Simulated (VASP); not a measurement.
# NbSi₂: molecular dynamics with a thermostat

NbSi₂, P6_222 (no. 180), 9 atoms in the cell. PBE, molecular dynamics; PAW potentials Nb_pv, Si (PBE set).

Ensemble: Nose-Hoover; Target temperature (K): 1600.

## Input

INCAR:
```
SYSTEM = NbSi2
  GGA = PE
  PREC = Normal
  ENCUT = 250
  EDIFF = 1E-6
  NELMIN = 4
  NELM = 60
  ALGO = Fast
  LREAL = Auto
  LASPH = .TRUE.
  ISMEAR = -1
  SIGMA = 0.069
  ISYM = 0
  LWAVE = .FALSE.
  LCHARG = .FALSE.
  IBRION = 0
  NSW = 60
  POTIM = 2.0
  TEBEG = 1600
  ISIF = 2
  RANDOM_SEED = 68920 0 0
  MDALGO = 2
  SMASS = 0
  KPAR = 2
```

KPOINTS:
```
k-points
0
Gamma
  3 3 2
```

POSCAR:
```
NbSi2
1.0
    4.8190000000      0.0000000000      0.0000000000
   -2.4095000000      4.1733764208      0.0000000000
    0.0000000000      0.0000000000      6.5920000000
Nb Si
3 6
Direct
    0.0000000000      0.5000000000      0.1666666667
    0.5000000000      0.5000000000      0.8333333333
    0.5000000000      0.0000000000      0.5000000000
    0.3198000000      0.1599000000      0.1666666667
    0.1599000000      0.8401000000      0.8333333333
    0.8401000000      0.6802000000      0.5000000000
    0.6802000000      0.8401000000      0.1666666667
    0.8401000000      0.1599000000      0.8333333333
    0.1599000000      0.3198000000      0.5000000000
```

Commands:
```
cat potpaw_PBE.64/Nb_pv/POTCAR potpaw_PBE.64/Si/POTCAR > POTCAR
mpirun -np 2 vasp_std > vasp.out
```

## Result

- Mean temperature (K): 1744
- Rise of the mean potential energy above the start (meV/atom): 239.9
- Electronic steps per ionic step after the first: 6.8

Course of the run:

| Time (fs) | Temperature (K) | Potential energy less the first (meV/atom) |
|---|---|---|
| 2 | 1600 | 0.0 |
| 12 | 1161 | 52.8 |
| 20 | 593 | 129.7 |
| 30 | 556 | 161.6 |
| 38 | 1368 | 139.5 |
| 48 | 2982 | 168.8 |
| 56 | 2985 | 302.0 |
| 66 | 1354 | 506.7 |
| 74 | 1090 | 543.5 |
| 84 | 2340 | 433.8 |
| 92 | 3286 | 311.2 |
| 102 | 2533 | 197.2 |
| 110 | 1412 | 162.2 |
| 120 | 785 | 130.8 |

REPORT:
```
MDALGO =   2
               SCALING =       0
                 CNEXP =     9.000   14.000
           RANDOM_SEED =             68920                0                0

   original number of atomic DOF:         24
   number of independent constraints:      0
   number of active DOF:                  24

========================================
         MD step No.       1
========================================

  Atomic velocities initialized by STEP_tb

  >Energies
                    E_tot             E_pot             E_kin               EPS                ES
   e_b>   -0.65967777E+02   -0.67622313E+02    0.16545364E+01    0.00000000E+00    0.00000000E+00

  >Temperature
               T_sim     T_inst
   tmprt>   1600.000   1599.998

  >Thermostat:
           s(n+1) sdot(n+1)      s(n)   sdot(n)        Qs
   s_b>  -0.00000  -0.00000   0.00000   0.00000   0.44576

           RANDOM_SEED =             68920               54                0

[... steps left out ...]

========================================
         MD step No.      60
========================================

  >Energies
                    E_tot             E_pot             E_kin               EPS                ES
   e_b>   -0.65966115E+02   -0.66444715E+02    0.81199290E+00    0.71480066E+00   -0.10481939E+01

  >Temperature
               T_sim     T_inst
   tmprt>   1600.000    785.227

  >Thermostat:
           s(n+1) sdot(n+1)      s(n)   sdot(n)        Qs
   s_b>  -0.24700   0.06652  -0.31676   0.07301   0.44576

           RANDOM_SEED =             68920               54                0
```

OSZICAR:
```
N       E                     dE             d eps       ncg     rms          rms(c)
DAV:   1     0.319046988549E+03    0.31905E+03   -0.17771E+04   704   0.943E+02
DAV:   2    -0.498128807582E+02   -0.36886E+03   -0.36278E+03   906   0.420E+02
DAV:   3    -0.696805970618E+02   -0.19868E+02   -0.19398E+02   976   0.886E+01
DAV:   4    -0.703117228839E+02   -0.63113E+00   -0.62567E+00   984   0.171E+01
DAV:   5    -0.703336095861E+02   -0.21887E-01   -0.21839E-01  1064   0.323E+00    0.448E+01
RMM:   6    -0.677007165637E+02    0.26329E+01   -0.12820E+01   837   0.191E+01    0.154E+01
RMM:   7    -0.677236022489E+02   -0.22886E-01   -0.31811E+00   942   0.727E+00    0.723E+00
RMM:   8    -0.676131185538E+02    0.11048E+00   -0.29358E-01   753   0.351E+00    0.360E+00
RMM:   9    -0.676220518881E+02   -0.89333E-02   -0.85815E-02   822   0.178E+00    0.462E-01
RMM:  10    -0.676220931041E+02   -0.41216E-04   -0.21208E-02   925   0.719E-01    0.605E-01
RMM:  11    -0.676225130186E+02   -0.41991E-03   -0.56727E-03   996   0.299E-01    0.550E-01
RMM:  12    -0.676236768338E+02   -0.11638E-02   -0.34504E-03   871   0.234E-01    0.663E-01
[... left out ...]
[... last step whole ...]
       N       E                     dE             d eps       ncg     rms          rms(c)
DAV:   1    -0.664444466562E+02   -0.58321E-01   -0.23286E-02  1232   0.329E+00    0.337E-02
RMM:   2    -0.664446506125E+02   -0.20396E-03   -0.20969E-03   829   0.340E-01    0.888E-03
RMM:   3    -0.664447025661E+02   -0.51954E-04   -0.48803E-04   937   0.115E-01    0.102E-02
RMM:   4    -0.664447136431E+02   -0.11077E-04   -0.10137E-04   924   0.500E-02    0.917E-03
RMM:   5    -0.664447146343E+02   -0.99122E-06   -0.10663E-05   630   0.187E-02    0.642E-03
RMM:   6    -0.664447149696E+02   -0.33529E-06   -0.37579E-06   472   0.991E-03
     60 T=   785. E= -.65966115E+02 F= -.66444715E+02 E0= -.66419926E+02  EK= 0.81199E+00 SP= -.10E+01 SK= 0.71E+00
```

Limits: 120 fs of 9 atoms are too short for converged averages; the cell is only 4.2 Å across, so each atom moves in step with near copies of itself.

VASP 6.6.1 took 522 s on 2 cores (Intel Xeon Platinum 8259CL @ 2.50GHz (Skylake/Cascade Lake)), a shared host.
